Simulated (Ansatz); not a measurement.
# Computed properties of GaAs

```yaml
crystal:
  lattice:
    - [0.00000, 2.82685, 2.82685]
    - [2.82685, 0.00000, 2.82685]
    - [2.82685, 2.82685, 0.00000]
  atoms:
    - { symbol: Ga, position: [0.00000, 0.00000, 0.00000] }
    - { symbol: As, position: [0.75000, 0.75000, 0.75000] }
```

Atoms are numbered in the order listed.

The cell is COD entry 9008845, as deposited and not checked against the literature; nothing was relaxed.

All numbers are computed: DFT, LDA, all-electron LAPW, scalar-relativistic (Ansatz 0.2.0); DFT, LDA, PAW with Ansatz's default frozen-core files, scalar-relativistic (Ansatz 0.2.0).

For LAPW: a Γ-centred 11×11×11 k mesh, Fermi–Dirac smearing of 0.05 eV, basis error target 0.5 meV/atom, no spin polarisation. PAW takes a cutoff of 420 eV at this cell (files made with PBE, cores remade for this functional). The Ansatz runs share mesh, smearing and spin set-up. Values come from LAPW unless marked.

- Pressure at this cell: -1.85 GPa
- Band gap: 0.28 eV, direct at Γ (so small a gap may close at points that the mesh and path miss)
- Löwdin charges (with 0.04 e of the cell spilling out of the atomic basis, so their sizes and signs hang on that basis): Ga1 0.02, As2 0.01 e
- Bader charges (from the PAW run): Ga1 +0.61, As2 -0.61 e
- Volume per atom: 22.59 Å³
